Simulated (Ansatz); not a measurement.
Trial structure of In5GaAs6, not yet relaxed:

```
In Ga As
1.0
     4.08547    0.00000    0.00000
     0.00000    4.08547    0.00000
     0.00000    0.00000   17.33317
In Ga As
5 1 6
Direct
  0.00000 0.00000 0.66667
  0.50000 0.50000 0.83333
  0.00000 0.00000 0.00000
  0.50000 0.50000 0.16667
  0.00000 0.00000 0.33333
  0.50000 0.50000 0.50000
  0.50000 0.00000 0.91667
  0.00000 0.50000 0.08333
  0.50000 0.00000 0.25000
  0.00000 0.50000 0.41667
  0.50000 0.00000 0.58333
  0.00000 0.50000 0.75000
```

These are results of Ansatz, DFT PBE, scalar-relativistic, plane waves, PAW, not measurements. Cutoff 420 eV; k points 4×4×1 on the computed 12-atom cell (Γ-centred); Gaussian smearing, width 0.10 eV; no spin polarisation.

The zero of energy is the elements' standard structures at the same level; no fitted shifts are applied.

Question: Estimate its pressure, forces and energy as it stands.

Answer: The pressure is 13.3 GPa (the mean over three directions, positive in compression), the largest force is 1.61 eV/Å, and the energy is −0.04 eV/atom against the elements. The shortest distance is 2.50 Å.

Question: How much does it gain on relaxing, and where does it end?

Answer: Relaxing gains about 0.21 eV/atom (the start's value is from the coarse mesh, so the gain is rough) in 10 ionic steps and ends at −0.25 eV/atom on the finer mesh. The symmetry stays P-4m2 (No. 115). The volume per atom grows by 18.5 %, from 24.1 to 28.6 Å³. The shortest distance goes from 2.50 Å (Ga–As and In–As) to 2.55 Å (Ga–As). Conventional cell: a = 4.319 Å, c = 18.389 Å. In on a site of symmetry 2mm is surrounded by 4 As at 2.67 Å; Ga is surrounded by 4 As at 2.55 Å; As on its first site is surrounded by 4 In at 2.67 Å; 4 more sites not described.

The last run used a 10×10×2 mesh (in the run's order of axes) for its 12-atom cell and Gaussian smearing of 0.10 eV. The reference form of As is held partly by dispersion forces, which this level lacks. The relaxation can't lower the symmetry of the start. A structure relaxed within its symmetry needn't be a true minimum.
